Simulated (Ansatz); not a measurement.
# Sr in Ansatz: the effect of functional

The system is Sr.

```
Sr
1.0
     0.00000    3.06250    3.06250
     3.06250    0.00000    3.06250
     3.06250    3.06250    0.00000
Sr
1
Cartesian
  0.0000 0.0000 0.0000
```

The cell isn't the ideal one: volume scaled by 1.02.

Alike in all runs:

* Program: Ansatz 0.2.0
* Task: single point
* Potentials or basis: Ansatz PAW
* k mesh: 8 × 8 × 8
* Occupations: fermi-dirac, width 0.05 eV
* Spin: no spin polarisation

| functional | cutoff | pressure (GPa) |
| --- | --- | --- |
| LDA | 420 eV (not typed: the program's choice for these potentials) | ? |
| r2SCAN | 500 eV (not typed: the program's choice for these potentials) | -0.2 |
| PBE | 420 eV (not typed: the program's choice for these potentials) | -0.5 |

Q: What does the run with functional LDA give?

A: Pressure -1.8 GPa.

Caveats: the PAW data sets come from PBE, with cores solved anew for the run's functional, which leaves a small shift of forces and pressure (some runs).
